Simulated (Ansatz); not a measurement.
NiO, 2 atoms in the cell. It takes space group Fm-3m (No. 225, cubic). Conventional cell: a = 4.172 Å, b = 4.172 Å, c = 4.172 Å, α = 90.00°, β = 90.00°, γ = 90.00°. Around Ni (site symmetry m-3m) lie 6 O at 2.09 Å. Around O (site symmetry m-3m) lie 6 Ni at 2.09 Å. 

* Program: Ansatz 0.2.0
* Task: relaxation of cell and atoms
* Functional: PBE
* Dispersion: D3(BJ)
* Potentials or basis: Ansatz PAW
* Cutoff: 420 eV (not typed: the program's choice for these potentials)
* k mesh: 11 × 11 × 11
* Occupations: fermi-dirac, width 0.05 eV
* Spin: collinear spin, ferromagnetic start
* Starting moments: [1.0, 0.0] μB

Potentials or basis: Ansatz PAW.

Launch:

```bash
$ ansatz run input.yaml --threads 2 --pin off --max-ram 5632MiB --backend cpu --events-out ev --progress --plain --runs-dir out
```

Hardware: 2 threads of Arm Neoverse V1, with other jobs on the host.

Problem. How long does it take, and how much memory?

Solution. Run time: 9 s on 2 threads of Arm Neoverse V1, with other jobs on the host, peak memory 0.3 GiB. Counts: scf iterations 52, plane waves 339, k points 56, bands 17, ion steps 6.
